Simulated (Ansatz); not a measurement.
The system is B.

```xyz
1
Lattice="1.8852 0.0000 0.0000 0.0000 1.8852 0.0000 0.0000 0.0000 1.8852" Properties=species:S:1:pos:R:3 pbc="T T T"
B     0.9426    0.9426    0.9426
```

The cell was built by a generator and needn't be a form met in nature.

| Item | Value |
| --- | --- |
| Program | Ansatz 0.2.0 |
| Task | relaxation of cell and atoms |
| Functional | PBE0 |
| Potentials or basis | Ansatz PAW |
| Cutoff | 420 eV (not typed: the program's choice for these potentials) |
| k mesh | 7 × 7 × 7 |
| Occupations | fermi-dirac, width 0.05 eV |
| Spin | no spin polarisation |

At the start: volume 6.70 Å³/atom.

**Question.** Where does the relaxation end?

**Answer.** It ends after 5 steps and the volume is 6.56 Å³/atom (-2.0 %); space group Pm-3m (No. 221, to 0.05 Å).

Step by step:
| step | energy change (eV) | largest force (eV/Å) | volume (Å³) |
| --- | --- | --- | --- |
| 1 | 0.0000 | 0.0000 | 6.70 |
| 2 | -0.0019 | 0.0000 | 6.62 |
| 3 | -0.0024 | 0.0000 | 6.56 |
| 4 | -0.0024 | 0.0000 | 6.56 |
| 5 | -0.0021 | 0.0000 | 6.56 |

Final structure:
```
B
1.0
     1.87229    0.00000    0.00000
     0.00000    1.87229    0.00000
     0.00000    0.00000    1.87229
B
1
Direct
  0.50000 0.50000 0.50000
```

Caveat: the k mesh is coarse (spacing up to 0.48 Å⁻¹), so the values aren't converged, least of all with exact exchange; the plane-wave basis is chosen anew once the cell has moved, so the energies of steps on either side of that aren't comparable; the PAW data sets come from PBE, with cores solved anew for the run's functional, which leaves a small shift of forces and pressure.
